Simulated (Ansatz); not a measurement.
## Zn-67 NMR of the central transition in ZnS under strain

Cell: an entry of the Crystallography Open Database (COD), relaxed with PBE at fixed cell and then changed (z stretched by 3 %, ions relaxed).

```
Zn S
1.0
     0.00000    2.70725    2.78847
     2.70725    0.00000    2.78847
     2.70725    2.70725    0.00000
Zn S
1 1
Direct
  0.00000 0.00000 0.00000
  0.25000 0.25000 0.25000
```

Atom numbers follow the list; atoms alike are taken as one site, whose name carries the number of the first.

Method: Kohn–Sham DFT in Ansatz, PBE, plane waves and PAW, scalar-relativistic, 420 eV cutoff, Γ-centred 14×14×14 k-points, Fermi–Dirac smearing 0.02 eV.

Zn-67 has I = 5/2 and Q = 122.0 mb (Pyykkö 2018); at 11.7 T its Larmor frequency is ν₀ = 31.2 MHz. Only the quadrupole interaction is simulated: positions count from each site's isotropic chemical shift, and J coupling is left out, as are shift anisotropy and dipolar coupling, which fast spinning averages.

Problem. Simulate the second-order pattern (fast magic-angle spinning, Gaussian broadening 0.02 kHz) of site Zn (4 S at 2.37 Å).

Solution. The calculation gives C_Q = -1.56 MHz and η = 0.00, so ν_Q = 0.234 MHz and the centre of gravity lies at -15.0 ppm (-0.468 kHz).

offset (kHz), height and a bar:
```
   -1.210          0 
   -1.163          4 #
   -1.115          7 ##
   -1.067          6 ##
   -1.019          7 ##
   -0.972          7 ##
   -0.924          7 ##
   -0.876          7 ##
   -0.828          8 ##
   -0.781          8 ##
   -0.733         86 ##########################
   -0.685         74 ######################
   -0.637         55 ################
   -0.590         49 ###############
   -0.542         45 ##############
   -0.494         44 #############
   -0.446         44 #############
   -0.399         46 ##############
   -0.351         49 ###############
   -0.303         55 ################
   -0.255         66 ####################
   -0.207        100 ##############################
   -0.160         94 ############################
   -0.112          0
```

An axis of threefold or higher order runs through Zn, so V_zz lies along it and η is zero.
